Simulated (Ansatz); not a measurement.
# Mg (P6_3/mmc) in Ansatz: a series of runs

The runs below take Mg through single point, with PBE.

Everything below comes from runs of Ansatz 0.2.0. Logs are shortened: lines on timing, memory, paths and dates and some standing lists are left out, and cuts for length are marked.

### 1 The crystal as given

Symmetry: P6_3/mmc, No. 194, hexagonal system. Conventional cell: a = 3.177 Å, b = 3.177 Å, c = 10.319 Å, α = 90.00°, β = 90.00°, γ = 120.00°. Around Mg (site symmetry -6m2) lie 12 Mg at 3.17 to 3.18 Å. Around Mg (site symmetry -3m) lie 12 Mg at 3.17 to 3.18 Å.

### 2 Single point, PBE

File input.yaml:

```yaml
crystal:
  lattice:
    - [3.1768261656, 0.0, 0.0]
    - [-1.5884130828, 2.7512121628, 0.0]
    - [0.0, 0.0, 10.31886201]
  atoms:
    - { symbol: Mg, position: [0.6666666667, 0.3333333333, 0.75] }
    - { symbol: Mg, position: [0.0, 0.0, 0.5] }
    - { symbol: Mg, position: [0.3333333333, 0.6666666667, 0.25] }
    - { symbol: Mg, position: [0.0, 0.0, 0.0] }
hamiltonian:
  xc: pbe
  pseudopotentials: { kind: paw }
kpoints:
  mp_grid: { grid: [10, 10, 3] }
scf:
  occupations: { method: gaussian, width: 0.014 }
output:
  forces: true
  stress: true
  eigenvalues: true
  write_density: true
  write_potential: true
  elf: true
  volumetric_format: npy
```

Potentials or basis: Ansatz PAW.

On the command line:

```bash
ansatz run input.yaml --threads 2 --pin off --max-ram 5632MiB --backend cpu --events-out ev --progress --plain --runs-dir out
```

The log of the run:

```text
Warning: RAYON_NUM_THREADS=2 ignored (pool sized by the plan → 2); use --threads N
Engine: ansatz 0.2.0, x86_64-unknown-linux-gnu
Pseudopotentials: kind: paw
Pseudopotential: Mg, paw, valence charge 10, recommended cutoff 420 eV (normal), Mg.paw.azcp
Functional definition: PBE
  parameter kappa = 0.804
  parameter beta = 0.06672455060314922
  exchange = pbe_x(kappa = kappa, mu = beta*pi^2/3)
  correlation = pbe_c(beta = beta)
Crystal: 4 atoms, lattice volume = 90.188 Å³
Basis set: ecut = 420 eV, 1775 PW (Γ), exchange–correlation on 48×48×144 points (8 copies of the dense FFT grid, shifted against one another)
Bands: 24, of which v1, the nominal top of the filled ones, is band 20 counted from 1 (19 counted from 0)
Symmetry: 24 space group operations
Space group: P63/mmc (ITA 194), of the structure as read, at distance tolerance 4.5e-5 Å
k-points: 28 of 300
Non-local potential: Mg, projectors of the file, l = 0: 3, l = 1: 2, l = 2: 1
PAW form: soft (Blöchl's): semilocal exchange-correlation on the pseudo side does not see the compensation charge
PAW one-centre angular grid: Mg, 110 points (default); XC on 64 Gauss nodes
Initial density: superposition of atomic densities (neutral atoms: chi_scale 0, normalization atom), corrected by the library's trained network
Initial wavefunctions: pseudopotential atomic-orbital guess
Functional: x = pbe(κ = 0.804, μ = 0.2195149727645171), c = pbe(β = 0.06672455060314922)
SCF iter   1: F=—  HF=-7695.178473 eV  |F-HF|=—  |Δ(HF+E_count)|=         —  Δρ=6.59e-4  dr2=4.25e-4  ethr=1.77e-3  ⟨swp⟩=6.2  Hψ=2949  notcnv=0
preconditioner: auto → Resta (q_TF=auto, 2.383 Å⁻¹)  ε∞=5.3  [insulator: Δε(μ)=0.067 eV  Ē_g=5.303 eV  σ=0.014 eV  W_gap=0.83  n_scr=24 (ndim 8)  ℏωp=11.1 eV  f_vac=0.000  D(μ)=1.01/eV (n_scr^D=4)  ε∞_Penn≈5.3]
SCF iter   2: F=—  HF=-7695.178650 eV  |F-HF|=—  |Δ(HF+E_count)|=   1.77e-4  Δρ=4.28e-4  dr2=1.79e-4  ethr=1.06e-6  ⟨swp⟩=2.8  Hψ=1407  notcnv=0
SCF iter   3: F=—  HF=-7695.178670 eV  |F-HF|=—  |Δ(HF+E_count)|=   1.95e-5  Δρ=1.14e-4  dr2=5.51e-6  ethr=4.49e-7  ⟨swp⟩=2.1  Hψ=785  notcnv=0
SCF iter   4: F=—  HF=-7695.178679 eV  |F-HF|=—  |Δ(HF+E_count)|=   9.32e-6  Δρ=3.92e-5  dr2=9.63e-7  ethr=1.38e-8  ⟨swp⟩=2.0  Hψ=1131  notcnv=0
iter 5 did not close the SCF: its close was put off for the readings that it lacked (scf_convergence_deferred on its scf_iter line)
SCF iter   5: F=-7695.178678 eV  HF=-7695.178678 eV  |F-HF|=1.11e-7  |Δ(HF+E_count)|=   7.77e-7  Δρ=1.36e-5  dr2=5.65e-8  ethr=2.41e-9  ⟨swp⟩=2.0  Hψ=1231  notcnv=0
SCF iter   6: F=-7695.178678 eV  HF=-7695.178678 eV  |F-HF|=4.38e-9  |Δ(HF+E_count)|=   7.28e-8  Δρ=3.02e-6  dr2=2.89e-9  ethr=1.41e-10  ⟨swp⟩=6.1  Hψ=3806  notcnv=0
SCF 1 converged in 6 iterations: F = -7695.178678 eV  dr2 = 2.89e-9
SCF converged after 6 iterations
Free energy (F): -7695.178678 eV
Harris-Foulkes:  -7695.178678 eV  (|F-HF|=4.38e-9)
Internal energy: -7695.178578 eV  (E = F + TS)
E sigma→0 (E₀):  -7695.178628 eV
Entropy (-TS):   -0.000100 eV (-0.025 meV/atom)
Fermi energy:    5.902099 eV
--- Per-component energies (eV) ---
  E_band       = -1422.964977
  E_kinetic    = 299.824355
  E_local      = -6453.613084  (includes V_loc(G=0)·N_el)
  E_nonlocal   = 383.003822
  E_hartree    = 2303.862239
  E_xc         = -113.951168
  E_vxc        = -147.015434  (∫ρ·V_xc dr)
  E_paw        = -1170.013879  (= ΣΔE_a)
  E_vpaw       = -112.892281  (= ΣTr[D̂ρ^β])
  E_aug_tail   = -0.000012  (compensation charges beyond the density's cutoff)
  E_ewald      = -2944.290850
  E_smearing   = -0.000100  (= −TS)
  E_closure    = 0.000000  (closes the sum)
  Σ components = -7695.178678   (vs F -7695.178678, Δ=0.00e0)
--- Forces (eV/Å), atoms counted from 1 ---
  atom   1  Mg    -0.00000000     0.00000000     0.00000000
  atom   2  Mg     0.00000000     0.00000000     0.00000000
  atom   3  Mg    -0.00000000    -0.00000000     0.00000000
  atom   4  Mg     0.00000000     0.00000000     0.00000000
  max |Σ_I F_I| component: 1.39e-17 eV/Å
--- Stress (GPa, compression-positive) ---
        0.501384       0.000000       0.000000
        0.000000       0.501384       0.000000
        0.000000       0.000000       1.877262
  P = ⅓ Tr σ = 0.9600 GPa (9.600 kbar)
--- Band table (eV; the first three rows and the last of 28) ---
  k-point 0: bands = ["-70.1647", "-70.1642", "-70.1598", "-70.1593", "-36.9354", "-36.9203", "-36.9155", "-36.9058", "-36.9058", "-36.9046", "-36.9046", "-36.9003", "-36.9002", "-36.9002", "-36.8990", "-36.8990", "-1.2094", "0.2012", "0.2022", "4.0901", "4.5565", "10.8693", "10.8787", "16.8641"]
  k-point 1: bands = ["-70.1646", "-70.1643", "-70.1597", "-70.1594", "-36.9331", "-36.9269", "-36.9089", "-36.9055", "-36.9055", "-36.9049", "-36.9049", "-36.9026", "-36.8998", "-36.8998", "-36.8992", "-36.8992", "-1.0514", "-0.5792", "1.2829", "2.6510", "6.2664", "8.4460", "13.5145", "16.2455"]
  k-point 2: bands = ["-70.1645", "-70.1640", "-70.1596", "-70.1591", "-36.9344", "-36.9204", "-36.9162", "-36.9082", "-36.9065", "-36.9061", "-36.9052", "-36.9021", "-36.9014", "-36.9008", "-36.9007", "-36.8994", "-1.0095", "0.3978", "0.3988", "4.2712", "4.7500", "11.0132", "11.0345", "14.1146"]
  k-point 27: bands = ["-70.1619", "-70.1619", "-70.1576", "-70.1576", "-36.9283", "-36.9266", "-36.9264", "-36.9248", "-36.9213", "-36.9197", "-36.9179", "-36.9156", "-36.9110", "-36.9101", "-36.9085", "-36.9070", "4.1690", "4.6009", "5.9585", "5.9915", "6.0299", "6.4298", "6.9211", "7.6287"]
```

Wall time 0.79 s (2 threads of Intel Xeon 6975P-C (Granite Rapids), shared host); peak memory 0.4 GiB.

What came out:

```yaml
Free_energy: -7695.1787 eV
Pressure: 1.0 GPa
Band_gap_on_the_k_mesh: none (metal or under the smearing width)
```

### 3 Single point, PBE

input.yaml: that of step 2 with these lines changed.

```diff
@@ -16,3 +16,3 @@
 scf:
-  occupations: { method: gaussian, width: 0.014 }
+  occupations: { method: gaussian, width: 0.015 }
 output:
@@ -21,5 +21 @@
   eigenvalues: true
-  write_density: true
-  write_potential: true
-  elf: true
-  volumetric_format: npy
```

Potentials or basis: Ansatz PAW.

On the command line:

```bash
ansatz run input.yaml --threads 2 --pin off --max-ram 5632MiB --backend cpu --events-out ev --progress --plain --runs-dir out
```

It took 0.59 s on 2 threads of Intel Xeon 6975P-C (Granite Rapids), shared host; peak memory 0.39 GiB.

Results (log left out):

```yaml
Free_energy: -7695.1787 eV
Pressure: 1.0 GPa
Band_gap_on_the_k_mesh: none (metal or under the smearing width)
```

Stress tensor (GPa, compression positive):
```
0.50 0.00 0.00
0.00 0.50 0.00
0.00 0.00 1.88
```

Levels at points of the mesh, in eV from the Fermi level:
```
            k point  band 18  band 19  band 20  band 21  band 22  band 23
 (0.00, 0.00, 0.00)    -5.70    -5.70    -1.81    -1.35     4.97     4.98
(0.00, -0.50, 0.00)    -2.25    -1.19    -1.17    -0.61    -0.58     2.67
```

### 4 Single point, PBE

input.yaml: that of step 3 with these lines changed.

```diff
@@ -16,3 +16,3 @@
 scf:
-  occupations: { method: gaussian, width: 0.015 }
+  occupations: { method: gaussian, width: 0.016 }
 output:
```

On the command line:

```bash
ansatz run input.yaml --threads 2 --pin off --max-ram 5632MiB --backend cpu --events-out ev --progress --plain --runs-dir out
```

Run time: 0.6 s. Hardware: 2 threads of Intel Xeon 6975P-C (Granite Rapids), shared host; peak memory 0.4 GiB.

Results (log left out):

```
Free energy            : -7695.1787 eV
Pressure               : 1.0 GPa
Band gap on the k mesh : none (metal or under the smearing width)
```

Stress tensor (GPa, compression positive):
```
0.50 0.00 0.00
0.00 0.50 0.00
0.00 0.00 1.88
```

Levels at points of the mesh, in eV from the Fermi level:
| k point | band 18 | band 19 | band 20 | band 21 | band 22 | band 23 |
| --- | --- | --- | --- | --- | --- | --- |
| (0.00, 0.00, 0.00) | -5.70 | -5.70 | -1.81 | -1.35 | 4.97 | 4.98 |
| (0.00, -0.50, 0.00) | -2.25 | -1.19 | -1.17 | -0.61 | -0.58 | 2.67 |

### 5 The runs side by side

```tsv
smearing	gap on the mesh (eV)	pressure (GPa)
gaussian 0.014 eV	none	1.0
gaussian 0.015 eV	none	1.0
gaussian 0.016 eV	none	1.0
```

Alike in all rows: task single point; level PBE; potentials or basis Ansatz PAW; no spin polarisation; cell as given; k mesh 10 × 10 × 3; cutoff (eV) 420.

Every run on the cell as given and a fine mesh finds a metal.

Absolute energies hang on the potentials; compare differences alone.
